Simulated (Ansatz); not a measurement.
## BaTiO3: moving Ba off its site

BaTiO3, Pm-3m, a = 4.019 Å. The structure is a COD entry; whether it is the stable form wasn't checked. Ansatz: PBE, PAW, 420 eV, Γ-centred 8×8×8 mesh on 5 atoms, Gaussian smearing 0.05 eV; no spin polarisation.

```xyz
5
Lattice="4.0193 0.0000 0.0000 0.0000 4.0193 0.0000 0.0000 0.0000 4.0193" Properties=species:S:1:pos:R:3 pbc="T T T"
Ba    2.0096    2.0096    2.0096
Ti    0.0000    0.0000    0.0000
O     2.0096    0.0000    0.0000
O     0.0000    2.0096    0.0000
O     0.0000    0.0000    2.0096
```

Atom 1 (Ba) moves by x along the unit vector (0.000, -0.707, -0.707), with its periodic images; all else is held. y is the free energy of the cell over the start, F the force along the path summed over the moved atoms. Symmetry makes y even in x.

```
  x (Å) y (meV) F (eV/Å)
-0.1000        ?         ?
-0.0333     3.12      0.19
 0.0000     0.00      0.00
 0.0167     0.79     -0.09
 0.0500     7.05     -0.28
 0.0667    12.58     -0.38
 0.0833    19.66     -0.48
```

Fit y = c2 x² + c4 x⁴ to the energies of the other rows, give the force constant, and predict energy and force of the missing row.

Least squares on the rows shown. y = 2814.3 x² + 2767.7 x⁴. The force constant is 2 c2 = 5.63 eV/Å² (for all images moving together, not for a lone atom). The force −dy/dx at the missing row is 0.57 eV/Å (computed 0.57). At x = -0.1000 the fit asked for gives 28.42 meV. The run gave 28.42 meV, the same to the digits shown. The form still works here, 20 % of the fitted range beyond its end.

Symmetry holds off the tilts and polar distortions that many cubic perovskites undergo.

Cost: 7 runs of about 2 core-minutes in all, on Arm Neoverse V2 (shared hosts).